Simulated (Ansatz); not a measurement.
# SiC (Moissanite) (P6_3mc) in Ansatz: settings compared

The runs below take SiC (Moissanite) through band structure, with HSEsol, r2SCAN0.

Program: Ansatz 0.2.0. These are calculated values, not measurements. Logs are shortened: lines on timing, memory, paths and dates and some standing lists are left out, and cuts for length are marked.

## 1. The structure

It takes space group P6_3mc (No. 186, hexagonal). The conventional cell has a = 3.076 Å, b = 3.076 Å, c = 5.048 Å, α = 90.00°, β = 90.00°, γ = 120.00°. Around Si (site symmetry 3m) lie 4 C at 1.87 to 1.94 Å. C (site symmetry 3m) has 4 Si at 1.87 to 1.94 Å as nearest neighbours.

## 2. Band structure, HSEsol

Contents of input.yaml:

```yaml
crystal:
  lattice:
    - [3.076, 0.0, 0.0]
    - [-1.538, 2.663894142, 0.0]
    - [0.0, 0.0, 5.048]
  atoms:
    - { symbol: Si, position: [0.6666666667, 0.3333333333, 0.5] }
    - { symbol: Si, position: [0.3333333333, 0.6666666667, 0.0] }
    - { symbol: C, position: [0.6666666667, 0.3333333333, 0.885] }
    - { symbol: C, position: [0.3333333333, 0.6666666667, 0.385] }
hamiltonian:
  xc:
    exchange: hjs_pbesol
    correlation: pbesol
    exx: { coeff: 0.25, omega: 0.207 }
  pseudopotentials: { kind: paw }
kpoints:
  mp_grid: { grid: [5, 5, 3] }
  band_path:
    path:
      - [[0.0, 0.0, 0.0], [0.5, 0.0, 0.0], [0.3333333333, 0.3333333333, 0.0], [0.0, 0.0, 0.0], [0.0, 0.0, 0.5], [0.5, 0.0, 0.5], [0.3333333333, 0.3333333333, 0.5], [0.0, 0.0, 0.5]]
      - [[0.5, 0.0, 0.5], [0.5, 0.0, 0.0]]
      - [[0.3333333333, 0.3333333333, 0.0], [0.3333333333, 0.3333333333, 0.5]]
    npoints: 4
scf:
  occupations: { method: fermi_dirac, width: 0.05 }
  n_extra_bands: 10
output:
  forces: true
  stress: true
  eigenvalues: true
  fatbands: false
```

Potentials or basis: Ansatz PAW.

The run is started by

```console
$ ansatz run input.yaml --threads 2 --pin off --max-ram 5632MiB --backend cpu --events-out ev --progress --plain --runs-dir out
```

Log:

```text
Warning: output.stress: scf.convergence.dr2_threshold = 1e-7 eV (the SCF's general default) is looser than the 4e-10 eV advised for a printed stress (1e-10 eV for each atom of the cell: 4). What an SCF threshold leaves in a stress goes as its square root, and in the free energy as the threshold itself, and one threshold admits the most on a small cell: of the crystals measured, under no hybrid functional and no lock of the moments, on runs that ended without the residual-converged pass, on stresses that held no estimate of that error, the worst erred by over 100 MPa in a component at 1e-7 eV an atom and by under 5 at 1e-10. Set scf.convergence.dr2_threshold to 4e-10 eV or tighter. The threshold is an SCF's pass mark: one that does not reach it within its budget of iterations ends unconverged, or closes short of it on a stop that the run arms, and scf.convergence.dr2_threshold's page says what that costs each kind of run
Warning: output.stress: scf.exx.energy_threshold = 1e-6 eV is looser than the 4e-8 eV advised for a stress under a hybrid functional (1e-8 eV for each atom of the cell: 4). Every SCF of the exchange loop can meet its threshold on dr2 while the loop round them stops early: no threshold on dr2 bounds what that leaves in the stress. Set scf.exx.energy_threshold to 4e-8 eV or tighter. The threshold is the loop's pass mark: a loop that does not reach it within its budget of cycles ends unconverged, and scf.exx.energy_threshold's page has the law
Warning: RAYON_NUM_THREADS=2 ignored (pool sized by the plan → 2); use --threads N
scf.n_extra_bands = 10 over 8 filled bands (N_el = 16.0): the run solves 18 bands
Engine: ansatz 0.2.0, x86_64-unknown-linux-gnu
Pseudopotentials: kind: paw
Pseudopotential: Si, paw, valence charge 4, recommended cutoff 420 eV (normal), Si.paw.azcp
Pseudopotential: C, paw, valence charge 4, recommended cutoff 420 eV (normal), C.paw.azcp
Functional definition: unnamed
  parameter a_1 = 0.25
  parameter omega_1 = 0.207/angstrom
  exchange = pbe_x(mu = 0.12345679012345678) + (-a_1)*hjs_pbesol_x_sr(omega_1) + a_1*exact_x_sr(omega_1)
  correlation = pbe_c(beta = 0.046)
Crystal: 4 atoms, lattice volume = 41.364 Å³
Basis set: ecut = 420 eV, 785 PW (Γ), exchange–correlation on 48×48×72 points (8 copies of the dense FFT grid, shifted against one another)
Bands: 18, of which v1, the nominal top of the filled ones, is band 8 counted from 1 (7 counted from 0)
Symmetry: 12 space group operations
Space group: P63mc (ITA 186), of the structure as read, at distance tolerance 3.5e-5 Å
k-points: 10 of 75 (time reversal used)
Non-local potential: Si, projectors of the file, l = 0: 2, l = 1: 2, l = 2: 2
Non-local potential: C, projectors of the file, l = 0: 2, l = 1: 2, l = 2: 1
PAW form: soft (Blöchl's): semilocal exchange-correlation on the pseudo side does not see the compensation charge
PAW frozen core: Si, regenerated for the run's functional, and the local potential with it (the file was generated under x = pbe(κ = 0.804, μ = 0.2195149727645171), c = pbe(β = 0.06672455060314922))
PAW frozen core: C, regenerated for the run's functional, and the local potential with it (the file was generated under x = pbe(κ = 0.804, μ = 0.2195149727645171), c = pbe(β = 0.06672455060314922))
PAW one-centre angular grid: Si, 110 points (default); XC on 64 Gauss nodes
PAW one-centre angular grid: C, 110 points (default); XC on 64 Gauss nodes
Initial density: superposition of atomic densities (neutral atoms: chi_scale 0, normalization atom), corrected by the library's trained network
Initial wavefunctions: pseudopotential atomic-orbital guess
Functional: x = pbesol(κ = 0.804, μ = 0.12345679012345678), c = pbesol(β = 0.046), warm-up for x = hjs_pbesol + 0.25 (exact − hjs_pbesol) at short range (ω = 0.207 Å⁻¹), c = pbesol(β = 0.046)
SCF iter   1: F=—  HF=-1737.321619 eV  |F-HF|=—  |Δ(HF+E_count)|=         —  Δρ=7.25e-3  dr2=2.62e-2  ethr=1.77e-3  ⟨swp⟩=8.3  Hψ=904  notcnv=0
preconditioner: auto → none  [insulator: Δε(μ)=2.596 eV  Ē_g=14.997 eV  σ=0.050 eV  W_gap=1.00  n_scr=2 (ndim 8)  ℏωp=23.1 eV  f_vac=0.000  D(μ)=0.00/eV (n_scr^D=0)]
SCF iter   2: F=—  HF=-1737.314441 eV  |F-HF|=—  |Δ(HF+E_count)|=   7.18e-3  Δρ=2.62e-3  dr2=3.52e-3  ethr=1.64e-4  ⟨swp⟩=3.1  Hψ=340  notcnv=0  defer=5
iter 3 solved again at ethr=9.62e-8 eV; its pass at ethr=2.20e-5 eV (dr2=1.54e-5 eV) is discarded
SCF iter   3: F=-1737.313499 eV  HF=-1737.313503 eV  |F-HF|=3.98e-6  |Δ(HF+E_count)|=   9.38e-4  Δρ=2.80e-4  dr2=1.78e-5  ethr=9.62e-8  ⟨swp⟩=3.3  Hψ=651  notcnv=0  defer=1
SCF 1 stopped early in 3 iterations: F = -1737.313499 eV  dr2 = 1.78e-5
Initial density: handed on by an earlier stage of this run
Initial wavefunctions: those handed on with the density
Functional: x = hjs_pbesol + 0.25 (exact − hjs_pbesol) at short range (ω = 0.207 Å⁻¹), c = pbesol(β = 0.046)
Exchange kernel: α = 0.2500, screened, ω = 0.2070 Å⁻¹, Wigner–Seitz truncation, v(0) = 1034.5437 eV·Å³, q-mesh 5×5×3, nearest image of the exchange supercell L = 15.14 Å, pair-density grid 15×15×24, without the augmentation charges, whose exchange is taken in its separable form by FFT convolution over the k-point mesh (sized by the pseudopotential files, 18×18×36 at the most), smooth part of the exact exchange by density-matrix convolution
Frozen-core exchange: fock
SCF iter   1: F=—  HF=-1749.607343 eV  |F-HF|=—  |Δ(HF+E_count)|=         —  Δρ=5.58e-3  dr2=1.08e-2  ethr=1.11e-6  ⟨swp⟩=6.9  Hψ=937  notcnv=0
preconditioner: auto → none  [insulator: Δε(μ)=3.696 eV  Ē_g=17.063 eV  σ=0.050 eV  W_gap=1.00  n_scr=2 (ndim 8)  ℏωp=23.1 eV  f_vac=0.000  D(μ)=0.00/eV (n_scr^D=0)]
SCF iter   2: F=—  HF=-1749.603645 eV  |F-HF|=—  |Δ(HF+E_count)|=   3.70e-3  Δρ=2.38e-3  dr2=1.70e-3  ethr=1.11e-6  ⟨swp⟩=4.0  Hψ=378  notcnv=0
SCF iter   3: F=—  HF=-1749.607979 eV  |F-HF|=—  |Δ(HF+E_count)|=   4.33e-3  Δρ=6.85e-4  dr2=2.19e-4  ethr=1.11e-6  ⟨swp⟩=3.1  Hψ=345  notcnv=0  defer=1
SCF iter   4: F=—  HF=-1749.607909 eV  |F-HF|=—  |Δ(HF+E_count)|=   7.02e-5  Δρ=5.95e-5  dr2=7.93e-6  ethr=1.11e-6  ⟨swp⟩=2.0  Hψ=267  notcnv=0
SCF iter   5: F=—  HF=-1749.607953 eV  |F-HF|=—  |Δ(HF+E_count)|=   4.41e-5  Δρ=7.47e-5  dr2=2.33e-6  ethr=7.00e-9  ⟨swp⟩=4.1  Hψ=562  notcnv=0
SCF iter   6: F=-1749.607952 eV  HF=-1749.607952 eV  |F-HF|=1.74e-7  |Δ(HF+E_count)|=   8.11e-7  Δρ=3.97e-6  dr2=2.47e-7  ethr=7.00e-9  ⟨swp⟩=2.9  Hψ=295  notcnv=0
SCF 2 stopped early in 6 iterations: F = -1749.607952 eV  dr2 = 2.47e-7
  Residual-converged pass: ⟨swp⟩=3.0  Hψ=331  notcnv=0  max |occ|·‖R‖ = 6.2e-6 eV (tolerance 6.7e-6 eV)  dr2=2.48e-7  dr2_onsite=2.71e-10  max |Δocc| = 6.1e-24
hybrid outer 1: dexx = +5.352e-3 eV, tail = 4.05e-6 eV
Exchange kernel: α = 0.2500, screened, ω = 0.2070 Å⁻¹, Wigner–Seitz truncation, v(0) = 1034.5437 eV·Å³, q-mesh 5×5×3, nearest image of the exchange supercell L = 15.14 Å, pair-density grid 15×15×24, without the augmentation charges, whose exchange is taken in its separable form by FFT convolution over the k-point mesh (sized by the pseudopotential files, 18×18×36 at the most), smooth part of the exact exchange by density-matrix convolution
Frozen-core exchange: fock
SCF iter   1: F=—  HF=-1749.607903 eV  |F-HF|=—  |Δ(HF+E_count)|=         —  Δρ=2.69e-5  dr2=2.69e-7  ethr=1.27e-7  ⟨swp⟩=4.9  Hψ=516  notcnv=0
preconditioner: auto → none  [insulator: Δε(μ)=3.688 eV  Ē_g=17.055 eV  σ=0.050 eV  W_gap=1.00  n_scr=2 (ndim 8)  ℏωp=23.1 eV  f_vac=0.000  D(μ)=0.00/eV (n_scr^D=0)]
SCF iter   2: F=—  HF=-1749.607903 eV  |F-HF|=—  |Δ(HF+E_count)|=   6.78e-8  Δρ=7.39e-6  dr2=9.56e-9  ethr=1.45e-9  ⟨swp⟩=3.0  Hψ=309  notcnv=0
SCF iter   3: F=-1749.607903 eV  HF=-1749.607903 eV  |F-HF|=1.76e-10  |Δ(HF+E_count)|=   2.88e-8  Δρ=1.39e-6  dr2=4.22e-10  ethr=3.87e-11  ⟨swp⟩=3.8  Hψ=390  notcnv=0  defer=1
SCF 3 converged in 3 iterations: F = -1749.607903 eV  dr2 = 4.22e-10
  Residual-converged pass: ⟨swp⟩=2.9  Hψ=340  notcnv=0  max |occ|·‖R‖ = 5.9e-7 eV (tolerance 6.3e-7 eV)  dr2=4.18e-10  dr2_onsite=1.58e-11  max |Δocc| = 4.2e-26
hybrid outer 2: dexx = +4.506e-8 eV, tail = 1.73e-9 eV, Δε = 6.86e-4 eV (about 1.53e-5 eV left of the loop's levels), ΔF = 2.97e-4 eV/Å (tail 7.28e-5)
NSCF: frozen V_eff on 39 k-points
hybrid SCF converged: 2 outer / 9 inner (+3 warm-up), last move |dexx| = 4.51e-8 eV, tail = 1.73e-9 eV
Stability not checked: this state was not tested for a lower state beside it, because the functional holds exact exchange (a hybrid, or Hartree-Fock), whose exchange loop this test does not read (fock_operator; see scf.lower_state_search)
Free energy (F): -1749.607903 eV
Frozen-core exchange: fock
Harris-Foulkes:  -1749.607903 eV  (|F-HF|=1.76e-10)
Internal energy: -1749.607903 eV  (E = F + TS)
E sigma→0 (E₀):  -1749.607903 eV
Fermi energy:    10.975241 eV
--- Per-component energies (eV) ---
  E_band       = 37.614269
  E_kinetic    = 271.506674
  E_local      = -208.985250  (includes V_loc(G=0)·N_el)
  E_nonlocal   = 101.737772
  E_hartree    = 64.955490
  E_xc         = -170.527107
  E_vxc        = -176.598690  (∫ρ·V_xc dr)
  E_exx        = -30.415490  (= α·E_x^exact, valence–valence)
  E_paw        = -1209.235458  (= ΣΔE_a)
  E_vpaw       = -19.126368  (= ΣTr[D̂ρ^β])
  E_aug_tail   = 0.000028  (compensation charges beyond the density's cutoff)
  E_ewald      = -568.570884
  E_core_change = -0.073679  (= ΣΔE_core)
  E_smearing   = -0.000000  (= −TS)
  E_closure    = 0.000000  (closes the sum)
  Σ components = -1749.607903   (vs F -1749.607903, Δ=0.00e0)
--- Forces (eV/Å), atoms counted from 1 ---
  atom   1  Si     0.00000000     0.00000000     0.75502906
  atom   2  Si     0.00000000    -0.00000000     0.75502906
  atom   3  C      0.00000000     0.00000000    -0.75502550
  atom   4  C      0.00000000    -0.00000000    -0.75502550
  max |Σ_I F_I| component: 7.11e-6 eV/Å
--- Stress (GPa, compression-positive) ---
       -1.674101       0.000000       0.000000
        0.000000      -1.674101       0.000000
        0.000000       0.000000      -6.629711
  P = ⅓ Tr σ = -3.3260 GPa (-33.260 kbar)
--- Band table (eV; the first three rows and the last of 10) ---
  k-point 0: bands = ["-8.1657", "-4.3660", "-0.3922", "7.4400", "7.4400", "8.8611", "8.8611", "9.1834", "14.9051", "16.4010", "16.8341", "16.8341", "17.9848", "19.2059", "19.2059", "21.8381", "21.8381", "22.0850"]
  k-point 1: bands = ["-7.5823", "-5.9381", "2.1723", "6.4581", "7.7539", "7.7539", "8.4599", "8.4599", "15.4249", "16.8344", "17.0885", "17.0885", "18.1966", "18.1966", "18.2948", "20.7957", "23.6086", "23.6086"]
  k-point 2: bands = ["-7.4165", "-3.7383", "0.3025", "4.3847", "6.4695", "6.5653", "8.3936", "8.5804", "14.5568", "16.7177", "17.2463", "17.9687", "18.0293", "19.3702", "19.9511", "20.5158", "21.7934", "21.8697"]
  k-point 9: bands = ["-3.6404", "-2.9498", "0.1425", "0.8755", "3.2197", "4.5627", "6.0508", "7.0511", "13.9889", "15.7809", "16.2888", "16.6715", "18.9231", "20.4632", "22.6607", "23.3423", "24.1129", "24.7082"]
```

Run time: 3.5 min. Hardware: 2 threads of Intel Xeon at 2.50GHz (Skylake/Cascade Lake), shared host; peak memory 0.62 GiB.

What came out:

```yaml
Free_energy: -1749.6079 eV
Pressure: -3.3 GPa
Largest_force: 0.755 eV/Å
Band_gap_along_the_path: 3.09 eV, indirect (least direct gap 5.12 eV)
```

Forces in eV/Å, atoms in the order of the input:
```
Si   0.000  0.000  0.755
Si   0.000  0.000  0.755
C    0.000  0.000 -0.755
C    0.000  0.000 -0.755
```

Stress tensor (GPa, compression positive):
```
-1.67  0.00  0.00
 0.00 -1.67  0.00
 0.00  0.00 -6.63
```

Levels at the corners of the path, in eV from the valence-band top:
```csv
point,band 4,band 5,band 6,band 7,band 8,band 9,band 10,band 11,band 12,band 13
Γ,-1.74,-1.74,-0.32,-0.32,0.00,5.72,7.22,7.65,7.65,8.80
M,-7.23,-5.97,-3.93,-3.53,-1.66,3.45,5.14,7.89,8.35,11.10
K,-7.15,-7.15,-4.54,-4.42,-4.42,3.09,9.19,9.96,9.96,10.91
Γ,-1.74,-1.74,-0.32,-0.32,0.00,5.72,7.22,7.65,7.65,8.80
A,-4.90,-1.09,-1.09,-1.09,-1.09,6.86,6.86,8.36,8.36,8.36
L,-9.31,-2.98,-2.98,-2.58,-2.58,4.06,4.06,6.01,6.01,11.80
H,-8.72,-6.43,-6.43,-1.93,-1.93,5.85,5.85,7.02,7.02,11.81
A,-4.90,-1.09,-1.09,-1.09,-1.09,6.86,6.86,8.36,8.36,8.36
L,-9.31,-2.98,-2.98,-2.58,-2.58,4.06,4.06,6.01,6.01,11.80
M,-7.23,-5.97,-3.93,-3.53,-1.66,3.45,5.14,7.89,8.35,11.10
K,-7.15,-7.15,-4.54,-4.42,-4.42,3.09,9.19,9.96,9.96,10.91
H,-8.72,-6.43,-6.43,-1.93,-1.93,5.85,5.85,7.02,7.02,11.81
```

Caveat: the k mesh is coarse (spacing up to 0.47 Å⁻¹), so the values aren't converged, least of all with exact exchange; the PAW data sets come from PBE, with cores solved anew for the run's functional, which leaves a small shift of forces and pressure; the thresholds are loose for stress.

## 3. Band structure, r2SCAN0

Edit input.yaml of step 2 so:

```diff
@@ -11,6 +11,3 @@
 hamiltonian:
-  xc:
-    exchange: hjs_pbesol
-    correlation: pbesol
-    exx: { coeff: 0.25, omega: 0.207 }
+  xc: r2scan0
   pseudopotentials: { kind: paw }
```

Potentials or basis: Ansatz PAW.

The run is started by

```console
$ ansatz run input.yaml --threads 2 --pin off --max-ram 5632MiB --backend cpu --events-out ev --progress --plain --runs-dir out
```

Log:

```text
Warning: output.stress: scf.convergence.dr2_threshold = 1e-7 eV (the SCF's general default) is looser than the 4e-10 eV advised for a printed stress (1e-10 eV for each atom of the cell: 4). What an SCF threshold leaves in a stress goes as its square root, and in the free energy as the threshold itself, and one threshold admits the most on a small cell: of the crystals measured, under no hybrid functional and no lock of the moments, on runs that ended without the residual-converged pass, on stresses that held no estimate of that error, the worst erred by over 100 MPa in a component at 1e-7 eV an atom and by under 5 at 1e-10. Set scf.convergence.dr2_threshold to 4e-10 eV or tighter. The threshold is an SCF's pass mark: one that does not reach it within its budget of iterations ends unconverged, or closes short of it on a stop that the run arms, and scf.convergence.dr2_threshold's page says what that costs each kind of run
Warning: output.stress: scf.exx.energy_threshold = 1e-6 eV is looser than the 4e-8 eV advised for a stress under a hybrid functional (1e-8 eV for each atom of the cell: 4). Every SCF of the exchange loop can meet its threshold on dr2 while the loop round them stops early: no threshold on dr2 bounds what that leaves in the stress. Set scf.exx.energy_threshold to 4e-8 eV or tighter. The threshold is the loop's pass mark: a loop that does not reach it within its budget of cycles ends unconverged, and scf.exx.energy_threshold's page has the law
Warning: RAYON_NUM_THREADS=2 ignored (pool sized by the plan → 2); use --threads N
[... 96 lines left out ...]
  P = ⅓ Tr σ = -2.9744 GPa (-29.744 kbar)
--- Band table (eV; the first three rows and the last of 10) ---
  k-point 0: bands = ["-9.0767", "-5.2536", "-0.9714", "7.0117", "7.0117", "8.4761", "8.4761", "8.8227", "15.6476", "17.1065", "17.5641", "17.5641", "18.7525", "19.9851", "19.9851", "22.6264", "22.6264", "23.1322"]
  k-point 1: bands = ["-8.4823", "-6.8159", "1.6095", "6.0073", "7.3355", "7.3355", "8.0627", "8.0627", "16.1807", "17.6116", "17.8178", "17.8178", "18.9508", "18.9508", "19.1200", "21.7755", "24.4675", "24.4675"]
  k-point 2: bands = ["-8.3145", "-4.6219", "-0.2643", "3.8949", "6.0168", "6.1034", "7.9966", "8.2050", "15.2897", "17.4819", "17.9766", "18.7905", "18.8076", "20.1810", "20.8524", "21.3498", "22.6325", "22.8171"]
  k-point 9: bands = ["-4.5243", "-3.8448", "-0.4202", "0.3069", "2.7136", "4.0829", "5.6053", "6.6317", "14.6853", "16.5363", "17.0524", "17.4608", "19.7491", "21.3656", "23.6723", "24.3499", "25.1416", "25.7505"]
```

bands.tsv:

```text
# k_distance	band_0	band_1	band_2	band_3	band_4	band_5	band_6	band_7	band_8	band_9	band_10	band_11	band_12	band_13	band_14	band_15	band_16	band_17
# fermi_ev = 11.143410
[... 55 lines left out ...]
7.844217	-15.245009	-15.245009	-10.033966	-9.992356	-9.992356	-7.187849	-6.420970	-6.420970	2.143786	7.809953	7.809953	8.043111	10.299417	10.299417	12.288440	12.485521	12.485521	14.841775
7.999803	-15.148414	-15.148414	-10.583040	-10.583040	-9.797774	-7.684493	-5.524698	-5.524698	3.092655	6.300534	6.300534	7.783084	10.586153	10.586153	11.999237	13.036491	13.036491	13.151748
8.155389	-15.041140	-15.041140	-11.061165	-11.061165	-9.414510	-8.301394	-4.669814	-4.669814	4.412889	5.079692	5.079692	7.077897	10.741801	10.741801	11.700632	11.996690	13.108024	13.108024
8.310975	-14.992750	-14.992750	-11.242461	-11.242461	-8.903133	-8.903133	-4.302369	-4.302369	4.589824	4.589824	5.851304	5.851304	10.800143	10.800143	11.600468	11.600468	13.076752	13.076752
```

It took 5.2 min on 2 threads of Intel Xeon at 2.50GHz (Skylake/Cascade Lake), shared host; peak memory 0.79 GiB.

What came out:

```yaml
Free_energy: -1782.1160 eV
Pressure: -3.0 GPa
Largest_force: 0.770 eV/Å
Band_gap_along_the_path: 4.11 eV, indirect (least direct gap 6.24 eV)
```

Forces in eV/Å, atoms in the order of the input:
```
Si   0.000  0.000  0.770
Si   0.000  0.000  0.770
C    0.000  0.000 -0.770
C    0.000  0.000 -0.770
```

Stress tensor (GPa, compression positive):
```
-1.46  0.00  0.00
 0.00 -1.46  0.00
 0.00  0.00 -6.00
```

Levels at the corners of the path, in eV from the valence-band top:
| point | band 6 | band 7 | band 8 | band 9 | band 10 | band 11 |
| --- | --- | --- | --- | --- | --- | --- |
| Γ | -0.35 | -0.35 | 0.00 | 6.82 | 8.28 | 8.74 |
| M | -4.05 | -3.58 | -1.72 | 4.51 | 6.20 | 9.02 |
| K | -4.67 | -4.53 | -4.53 | 4.11 | 10.42 | 11.20 |
| Γ | -0.35 | -0.35 | 0.00 | 6.82 | 8.28 | 8.74 |
| A | -1.14 | -1.14 | -1.14 | 7.99 | 7.99 | 9.45 |
| L | -3.08 | -2.65 | -2.65 | 5.10 | 5.10 | 7.11 |
| H | -6.58 | -1.98 | -1.98 | 6.91 | 6.91 | 8.17 |
| A | -1.14 | -1.14 | -1.14 | 7.99 | 7.99 | 9.45 |
| L | -3.08 | -2.65 | -2.65 | 5.10 | 5.10 | 7.11 |
| M | -4.05 | -3.58 | -1.72 | 4.51 | 6.20 | 9.02 |
| K | -4.67 | -4.53 | -4.53 | 4.11 | 10.42 | 11.20 |
| H | -6.58 | -1.98 | -1.98 | 6.91 | 6.91 | 8.17 |

Caveat: the k mesh is coarse (spacing up to 0.47 Å⁻¹), so the values aren't converged, least of all with exact exchange; the PAW data sets come from PBE, with cores solved anew for the run's functional, which leaves a small shift of forces and pressure; the thresholds are loose for stress.
